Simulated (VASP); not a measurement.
Wanted: the native input for a VASP 6.6.1 run.

```yaml
Task: band structure
Functional: PBE
Potentials_or_basis: VASP PAW PBE potentials, release 64 (Zr_sv, S)
Cutoff: 520 eV
k_mesh: 8 × 8 × 4
Occupations: gaussian, width 0.02 eV
Spin: no spin polarisation
Further_INCAR_settings: ALGO = Normal; EDIFF = 1e-07
```

The system is ZrS2.

```
CELL_PARAMETERS angstrom
3.68567 0.00000 0.00000
-1.84284 3.19189 0.00000
0.00000 0.00000 6.56821
ATOMIC_POSITIONS crystal
Zr 0.00000 0.00000 0.00000
S 0.66667 0.33333 0.77942
S 0.33333 0.66667 0.22058
```

The cell is a database's computed one.

The input as run:

POSCAR

```
ZrS2                                    
1.0
    3.6856723335      0.0000000000     -0.0000000000
   -1.8428361617      3.1918858669      0.0000000000
   -0.0000000000      0.0000000000      6.5682128582
  Zr              S             
     1     2
Direct
     0.0000000000000000    0.0000000000000000    0.0000000000000000
     0.6666666699999979    0.3333333300000021    0.7794226070802570
     0.3333333300000021    0.6666666699999979    0.2205773929197429
```

INCAR.step1

```
SYSTEM = ZrS2
  PREC = Accurate
  ENCUT = 520
  EDIFF = 1E-7
  ISMEAR = 0
  SIGMA = 0.02
  LREAL = .FALSE.
  LASPH = .TRUE.
  NELM = 100
  ALGO = Normal
  ISIF = 2
  LWAVE = .FALSE.
  LCHARG = .TRUE.
  LMAXMIX = 4
  GGA = PE
```

KPOINTS.step1

```
Automatic mesh
0
G
  8 8 4
  0 0 0
```

INCAR.step2

```
SYSTEM = ZrS2
  PREC = Accurate
  ENCUT = 520
  EDIFF = 1E-7
  ISMEAR = 0
  SIGMA = 0.05
  LREAL = .FALSE.
  LASPH = .TRUE.
  NELM = 100
  ALGO = Normal
  ISIF = 2
  LWAVE = .FALSE.
  LCHARG = .FALSE.
  LMAXMIX = 4
  GGA = PE
  ICHARG = 11
```

KPOINTS.step2

```
path GMKGALHA,LM,KH
20
line-mode
reciprocal
 0.0000000000  0.0000000000  0.0000000000  G
 0.5000000000  0.0000000000  0.0000000000  M

 0.5000000000  0.0000000000  0.0000000000  M
 0.3333333333  0.3333333333  0.0000000000  K

 0.3333333333  0.3333333333  0.0000000000  K
 0.0000000000  0.0000000000  0.0000000000  G

 0.0000000000  0.0000000000  0.0000000000  G
 0.0000000000  0.0000000000  0.5000000000  A

 0.0000000000  0.0000000000  0.5000000000  A
 0.5000000000  0.0000000000  0.5000000000  L

 0.5000000000  0.0000000000  0.5000000000  L
 0.3333333333  0.3333333333  0.5000000000  H

 0.3333333333  0.3333333333  0.5000000000  H
 0.0000000000  0.0000000000  0.5000000000  A

 0.5000000000  0.0000000000  0.5000000000  L
 0.5000000000  0.0000000000  0.0000000000  M

 0.3333333333  0.3333333333  0.0000000000  K
 0.3333333333  0.3333333333  0.5000000000  H
```

Potentials or basis: VASP PAW PBE potentials, release 64 (Zr_sv, S).

Command:

```bash
$ cat potpaw_PBE.64/Zr_sv/POTCAR potpaw_PBE.64/S/POTCAR > POTCAR
$ cp INCAR.step1 INCAR
$ cp KPOINTS.step1 KPOINTS
$ mpirun -np 1 vasp_std > vasp.out
$ cp INCAR.step2 INCAR
$ cp KPOINTS.step2 KPOINTS
$ mpirun -np 1 vasp_std > vasp.out
```

It gave:

```json
{
  "Band gap on the k mesh": "1.12 eV, indirect (least direct gap 1.69 eV)",
  "Band gap along the path": "1.12 eV, indirect (least direct gap 1.69 eV)"
}
```

Caveat: the log is that of the step along the path at fixed density, whose energy, stress, charges and moments have no meaning.

It took 63 s on 1 thread of Intel(R) Xeon(R) 6975P-C (Granite Rapids) (shared host), peak memory 0.34 GiB.
